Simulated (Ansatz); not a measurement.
A run of Ansatz 0.2.0 is set up as follows.

input.yaml

```yaml
crystal:
  lattice:
    - [-3.1284650614, 3.1284650614, 3.1284650614]
    - [3.1284650614, -3.1284650614, 3.1284650614]
    - [3.1284650614, 3.1284650614, -3.1284650614]
  atoms:
    - { symbol: Cs, position: [0.0, 0.0, 0.0] }
kpoints:
  mp_grid: { grid: [6, 6, 6] }
scf:
  occupations: { method: fermi_dirac, width: 0.05 }
hamiltonian:
  xc: pbe
  pseudopotentials: { kind: all_electron, lapw: { basis_error: 0.001 } }
output:
  forces: true
  stress: true
relax:
  f_tol: 0.02
  max_steps: 60
  cell: {}
```

Potentials or basis: all-electron LAPW, scalar-relativistic.

Command:

```bash
$ ansatz run input.yaml --threads 1 --pin off --max-ram 3072MiB --backend cpu --events-out ev --progress --plain --runs-dir out
```

**Question.** Predict the relaxed cell.

**Answer.** a = 5.340 Å, b = 5.340 Å, c = 5.340 Å, α = 109.47°, β = 109.47°, γ = 109.47°.

**Question.** What does it give for the space group after relaxing (to 0.05 Å)?

**Answer.** Im-3m (No. 229).

**Question.** Predict the relaxed volume.

**Answer.** 117.24 Å³/atom.

Final structure:
```
CELL_PARAMETERS angstrom
-3.08321 3.08321 3.08321
3.08321 -3.08321 3.08321
3.08321 3.08321 -3.08321
ATOMIC_POSITIONS crystal
Cs 0.00000 0.00000 0.00000
```

The run has no spin-orbit coupling, so splittings on Cs are missing.
